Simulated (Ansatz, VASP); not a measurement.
# MnO2: VASP beside Ansatz

INCAR

```
  ALGO = Normal
  EDIFF = 1E-7
  ENCUT = 520
  GGA = PE
  ISIF = 2
  ISMEAR = 0
  LASPH = T
  LCHARG = T
  LDAU = T
  LDAUJ = 0 0
  LDAUL = 2 -1
  LDAUPRINT = 1
  LDAUTYPE = 2
  LDAUU = 3.9 0
  LELF = T
  LMAXMIX = 4
  LREAL = F
  LVHAR = T
  LWAVE = F
  NBANDS = 20
  NELM = 150
  PREC = Accurate
  SIGMA = 0.05
```

Contents of KPOINTS:

```
k-points
0
Gamma
  10 10 6
```

File POSCAR:

```
MnO2
1.0
    2.9203003366      0.0000000000      0.0000000000
   -1.4601501683      2.5290542782      0.0000000000
    0.0000000000      0.0000000000      5.5070216066
Mn O
1 2
Direct
    0.0000000000      0.0000000000      0.0000000000
    0.3333333333      0.6666666667      0.1728657965
    0.6666666667      0.3333333333      0.8271342035
```

Input for Ansatz:

```yaml
crystal:
  lattice:
    - [2.9203003366, 0.0, 0.0]
    - [-1.4601501683, 2.5290542782, 0.0]
    - [0.0, 0.0, 5.5070216066]
  atoms:
    - { symbol: Mn, position: [0.0, 0.0, 0.0] }
    - { symbol: O, position: [0.3333333333, 0.6666666667, 0.1728657965] }
    - { symbol: O, position: [0.6666666667, 0.3333333333, 0.8271342035] }
basis:
  ecutwfc: 420
  ecutrho_ratio: 4
kpoints:
  mp_grid: { grid: [10, 10, 6] }
hamiltonian:
  xc: pbe
  hubbard: { sites: [{ species: Mn, l: d, u_eff: 3.9 }] }
scf:
  occupations: { method: gaussian, width: 0.05 }
output:
  forces: true
  stress: true
  eigenvalues: true
  populations: true
  hubbard: { sites: [{ species: Mn, l: d }] }
```

Alike in both runs: task single point; functional PBE; k mesh 10 × 10 × 6; occupations gaussian, width 0.05 eV; no spin polarisation; Hubbard terms Mn d U = 3.9 eV.

|  | VASP | Ansatz |
| --- | --- | --- |
| version | VASP 6.6.1 | Ansatz 0.2.0 |
| potentials or method | VASP PAW PBE potentials, release 64 (Mn_pv, O) | scalar-relativistic, plane waves, PAW |
| plane-wave cutoff (eV) | 520 | 420 |
| valence electrons in the cell | 25 | 27 |

|  | VASP | Ansatz | Ansatz less VASP |
| --- | --- | --- | --- |
| gap on the k mesh at the Fermi level (eV) | none | none | - |
| pressure (GPa) | -10.2 | -7.6 | +2.67 |
| largest component of the traceless stress (GPa) | 4.36 | 3.28 | -1.077 |
| rms of the force components (eV/Å) | 0.353 | 0.265 | -0.0880 |

The programs project onto different local orbitals, so the same U acts differently. Atom by atom the forces differ by 0.088 eV/Å (rms over components). A gap of «none» marks a metal or a gap that the smearing closes. The two sets of potentials don't hold the same shells in valence. Ansatz warned: «filled_band_counts_differ_across_k_points».

Caveats: an odd number of electrons without spin polarisation forces a metal; a magnetic or distorted state may lie lower; the run has no spin polarisation, though such a crystal can be magnetic; U without spin polarisation on a metal has little footing. Spin polarisation is off, so any magnetic state and its effect on volume and gap are missing.
